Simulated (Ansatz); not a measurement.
# Bi in Ansatz: the effect of functional

Bi:

```xyz
2
Lattice="3.3019 0.0000 0.0000 0.0000 3.2848 0.0000 -0.0820 0.0000 6.5703" Properties=species:S:1:pos:R:3 pbc="T T T"
Bi    1.7356    0.0000    4.9249
Bi    1.4843    0.0000    1.6453
```

This isn't the form of Bi at room conditions, which is rhombohedral.

The cell isn't the ideal one: volume scaled by 1.06.

Alike in all runs:

| Quantity | Value |
| --- | --- |
| Program | Ansatz 0.2.0 |
| Task | single point |
| Potentials or basis | Ansatz PAW |
| k mesh | 8 × 8 × 4 |
| Occupations | fermi-dirac, width 0.05 eV |
| Spin | no spin polarisation |

**Question.** One run gave: pressure -4.2 GPa; largest force 0.03 eV/Å. Which functional did it use?
A. PBEsol
B. r2SCAN
C. LDA

**Answer.** C.

```tsv
functional	cutoff	pressure (GPa)	largest force (eV/Å)
LDA	420 eV (not typed: the program's choice for these potentials)	-4.2	0.03
PBEsol	420 eV (not typed: the program's choice for these potentials)	-3.1	0.02
r2SCAN	500 eV (not typed: the program's choice for these potentials)	-1.8	0.04
```

Caveats: the PAW data sets come from PBE, with cores solved anew for the run's functional, which leaves a small shift of forces and pressure.
